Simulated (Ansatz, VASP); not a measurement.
**Two plane-wave programs on Hf**

```
Hf
1.0
     3.08291    0.00000    0.00000
     0.00000    3.08291    0.00000
     0.00000    0.00000   21.09278
Hf
3
Direct
  0.50000 0.50000 0.18964
  0.00000 0.00000 0.28673
  0.50000 0.50000 0.38368
```

Alike in both runs: task single point; functional LDA; k mesh 9 × 9 × 1; occupations gaussian, width 0.1 eV; no spin polarisation.

|  | VASP | Ansatz |
| --- | --- | --- |
| version | VASP 6.6.1 | Ansatz 0.2.0 |
| potentials or method | VASP PAW LDA potentials, release 64 (Hf_pv) | scalar-relativistic, plane waves, PAW |
| plane-wave cutoff (eV) | 520 | 420 |
| valence electrons in the cell | 30 | 78 |

|  | VASP | Ansatz | Ansatz less VASP |
| --- | --- | --- | --- |
| gap on the k mesh at the Fermi level (eV) | none | none | - |
| rms of the force components (eV/Å) | 0.010 | 0.008 | -0.0017 |
| work function, face that differs most (eV) | 4.28 | 4.28 | -0.001 |

Atom by atom the forces differ by 0.003 eV/Å (rms over components). A gap of «none» marks a metal or a gap that the smearing closes. The two sets of potentials don't hold the same shells in valence.

The runs have no spin-orbit coupling, so splittings on Hf are missing.
